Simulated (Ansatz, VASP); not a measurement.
## SrCl2: VASP beside Ansatz

```
Sr Cl
1.0
     0.00000    3.19363    4.15171
     3.19363    0.00000    4.15171
     3.19363    3.19363    0.00000
Sr Cl
1 2
Direct
  0.00000 0.00000 0.00000
  0.25000 0.25000 0.25000
  0.75000 0.75000 0.75000
```

Alike in both runs: task single point; functional r2SCAN; k mesh 6 × 6 × 6; occupations gaussian, width 0.05 eV; no spin polarisation.

|  | VASP | Ansatz |
| --- | --- | --- |
| version | VASP 6.6.1 | Ansatz 0.2.0 |
| potentials or method | VASP PAW PBE potentials, release 64 (Sr_sv, Cl) | scalar-relativistic, plane waves, PAW |
| plane-wave cutoff (eV) | 520 | 500 |
| valence electrons in the cell | 24 | 24 |

```csv
,VASP,Ansatz,Ansatz less VASP
gap on the k mesh at the Fermi level (eV),3.50,3.50,-0.001
least direct gap on the mesh (eV),3.89,3.89,-0.002
pressure (GPa),0.9,0.9,-0.03
largest component of the traceless stress (GPa),10.55,10.59,+0.048
```

Caveats: the PAW data sets were made with another functional, which shifts forces and pressure a little (VASP). A k mesh can miss the band edges. r2SCAN opens gaps a little over a GGA but as a rule still falls short of measured ones.
